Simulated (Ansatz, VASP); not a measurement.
# One calculation of V, two programs

```
V
1.0
     2.73314    0.00000    0.00000
    -1.36657    2.36697    0.00000
     0.00000    0.00000    4.88594
V
2
Cartesian
  0.0000 1.5780 1.2215
  1.3666 0.7890 3.6645
```

Alike in both runs: task single point; functional revPBE; k mesh 15 × 15 × 8; occupations fermi-dirac, width 0.1 eV; no spin polarisation.

|  | VASP | Ansatz |
| --- | --- | --- |
| version | VASP 6.6.1 | Ansatz 0.2.0 |
| potentials or method | VASP PAW PBE potentials, release 64 (V_sv) | plane waves (420 eV) with PAW, scalar-relativistic |
| plane-wave cutoff (eV) | 520 | 420 |
| valence electrons in the cell | 26 | 26 |

|  | VASP | Ansatz | Ansatz less VASP |
| --- | --- | --- | --- |
| pressure (GPa) | -14.7 | -14.8 | -0.17 |
| largest component of the traceless stress (GPa) | 0.32 | 0.33 | +0.013 |

With one functional, cell and mesh, what is left measures potentials, basis and numerics.

Caveats: the PAW data sets were made with another functional, which shifts forces and pressure a little (VASP).
